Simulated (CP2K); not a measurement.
# Be2C under changes of volume

One of the cells (6.765 Å³/atom); the others are scaled copies at fixed shape and fractional positions:

```xyz
3
Lattice="3.0618 0.0000 0.0000 1.5309 2.6516 0.0000 1.5309 0.8839 2.4999" Properties=species:S:1:pos:R:3 pbc="T T T"
C     0.0000    0.0000    0.0000
Be    4.5927    2.6516    1.8749
Be    1.5309    0.8839    0.6250
```

```yaml
Program: CP2K 2026.2
Functional: PBE
Potentials_or_basis: POTENTIAL_UZH C GTH-PBE-q4, Be GTH-PBE-q4; TZVP-MOLOPT-PBE-GTH basis
Density_cutoff: 11565 eV
k_mesh: 11 × 11 × 11
Occupations: fermi-dirac, width 0.05 eV
Spin: no spin polarisation
```

| volume (Å³/atom) | energy over the lowest point (meV/atom) | pressure (GPa) | gap on the mesh (eV) |
| --- | --- | --- | --- |
| 6.359 | 29.95 | 18.3 | 3.35 |
| 6.495 | ? | ? | ? |
| 6.630 | 7.45 | 8.6 | 3.26 |
| 6.765 | 2.00 | 4.3 | 3.22 |
| 6.901 | 0.00 | 0.4 | 3.18 |
| 7.036 | 1.15 | -3.1 | 3.14 |
| 7.171 | 5.20 | -6.4 | 3.09 |

**Question.** What does the run at 6.495 Å³/atom give?

**Answer.** Energy over the lowest point 16.65 meV/atom; pressure 13.3 GPa; gap on the mesh 3.31 eV.

Worked out: A Birch-Murnaghan fit of order 3 (a polynomial in V^(-2/3)) to the other rows has its minimum at 6.92 Å³/atom with B0 = V·E''(V) = 189 GPa and B' = 3.3. It gives 16.61 meV/atom at 6.495 Å³/atom, against the run's 16.65, and -dE/dV = 13.2 GPa, against 13.3. A straight line through the other rows of the gap, of slope -2.12 eV per unit of ln V, gives 3.31 eV, against the run's 3.31.

Energies are extrapolated to zero smearing.

Caveats: an odd mesh through Γ misses points on the zone boundary, where band edges often lie; the basis of atomic orbitals isn't converged, which shifts pressures, moduli and gaps.
